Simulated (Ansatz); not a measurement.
# Stiffness of Mo from strained cells

```xyz
1
Lattice="0.0000 2.0150 2.0150 2.0150 0.0000 2.0150 2.0150 2.0150 0.0000" Properties=species:S:1:pos:R:3 pbc="T T T"
Mo    0.0000    0.0000    0.0000
```

The geometry is COD entry 1534907, unchecked; take it as a test cell.

Computed with DFT, PBE, all-electron LAPW, scalar-relativistic (Ansatz 0.2.0).

The runs use a Γ-centred 17×17×17 k mesh, Fermi–Dirac smearing of 0.08 eV, basis error target 0.5 meV/atom, no spin polarisation.

The unstrained cell is at -4.59 GPa. Large strains and very small stresses are left out. Each strain is applied once, with fractional coordinates held (clamped ions), and σ below is the change of stress, positive in tension. One finite strain gives stress–strain coefficients at this pressure with an error of the order of the strain times third-order constants, a few per cent for each per cent of strain. In a metal the k mesh adds noise of tens of per cent to soft shears.

Q: With equal xy, yz and zx engineering shear strains of -1 %, the run gives σxy = 0.49 GPa and γxy = 2εxy = -0.0100. Which stiffness follows?

A: C44 (clamped ions) = σxy/γxy = -49 GPa. It is negative: the cell is unstable to this strain.
